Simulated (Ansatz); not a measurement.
# GaP, space group R-3m: a calculation of the dielectric tensor and Born charges

Computed with the Ansatz DFT code, driven from Python.

The script reads `POSCAR`:
```text
GaP
1.0
   1.94301518    1.12180033    6.43081010
  -1.94301518    1.12180033    6.43081010
   0.00000000   -2.24360067    6.43081010
Ga P
2 2
Direct
   0.43537200    0.43537200    0.43537200
   0.56462800    0.56462800    0.56462800
   0.05738900    0.05738900    0.05738900
   0.94261100    0.94261100    0.94261100
```

`eps_gap.py`:
```python
"""High-frequency dielectric tensor and Born charges of GaP."""

import ansatz
from ase.io import read
import numpy as np

XC = "lda"
KMESH = (6, 6, 6)
MAX_SCF = 150
OCCUPATIONS = "fixed"

atoms = read("POSCAR", format="vasp")
xtal = ansatz.Crystal.from_ase(atoms)

# an insulator: whole occupations
base = xtal.calculation()
base = base.functional(XC)
base = base.kpoints(*KMESH, center="gamma")
base = base.scf(max_iterations=MAX_SCF)
base = base.occupations(OCCUPATIONS)
base = base.dielectric()
done = base.run(threads=1)
response = done.dielectric
eps = np.asarray(response.eps_inf)

print(f"mean eps_inf {np.trace(eps) / 3:.3f}, fraction of exact exchange 1/eps = {3 / np.trace(eps):.3f}")
print(np.array2string(eps, precision=3, suppress_small=True))
for index, (site, z) in enumerate(zip(done.lattice.sites, response.zstar_e)):
    print("Born charge tensor of", site.symbol, index)
    print(np.round(z, 3) + 0.0)
print(f"charge neutrality missed by {response.zstar_sum_residual_pre_e:.4f} e before the sum rule")
```

```console
$ python eps_gap.py
DeckWarning: basis.ecutwfc = 420 eV, auto-derived from the records' recommended cutoffs: set by Ga (normal level)
mean eps_inf 13.285, fraction of exact exchange 1/eps = 0.075
[[12.366  0.     0.   ]
 [-0.    12.366 -0.   ]
 [ 0.    -0.    15.124]]
Born charge tensor of Ga 0
[[1.585 0.    0.   ]
 [0.    1.585 0.   ]
 [0.    0.    1.343]]
Born charge tensor of Ga 1
[[1.585 0.    0.   ]
 [0.    1.585 0.   ]
 [0.    0.    1.343]]
Born charge tensor of P 2
[[-1.585  0.     0.   ]
 [ 0.    -1.585  0.   ]
 [ 0.     0.    -1.343]]
Born charge tensor of P 3
[[-1.585  0.     0.   ]
 [ 0.    -1.585  0.   ]
 [ 0.     0.    -1.343]]
charge neutrality missed by 0.0024 e before the sum rule
```
(Warnings from the package without file and line.)

These settings explore the input space; cutoff and mesh may be short of convergence. The Fermi level of a run with fixed occupations marks the highest occupied state on its mesh, not mid-gap. Averages over directions belong to no single polarisation, least of all in layered crystals. Pressure is positive in compression. This cell is a computed structure, which may not be the phase found in nature. This is the electronic (clamped-ion) response; a semilocal gap that is too small tends to raise it. The typed mesh is that of the SCF; the response is solved on denser meshes that the run picks. It ran for 3.1 min on 1 thread of Arm Neoverse V2, on a shared host, peak memory 1.4 GiB.
